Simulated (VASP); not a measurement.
CaO:

```
CELL_PARAMETERS angstrom
0.00000 2.38713 2.38713
2.38713 0.00000 2.38713
2.38713 2.38713 0.00000
ATOMIC_POSITIONS crystal
Ca 0.00000 0.00000 0.00000
O 0.50000 0.50000 0.50000
```

Base run:

```yaml
Program: VASP 6.6.1
Functional: TB-mBJ
Potentials_or_basis: VASP PAW PBE potentials, release 64 (Ca_sv, O)
Cutoff: 520 eV
k_mesh: 8 × 8 × 8
Occupations: gaussian, width 0.02 eV
Spin: no spin polarisation
```

Its results: band gap on the k mesh 5.28 eV, indirect (least direct gap 5.58 eV).

Question: The run is repeated on the same cell with these changes: functional from TB-mBJ to r2SCAN. What comes out?

Answer: Band gap on the k mesh 4.18 eV, indirect (least direct gap 4.55 eV).

Not every run made on this cell is shown here.
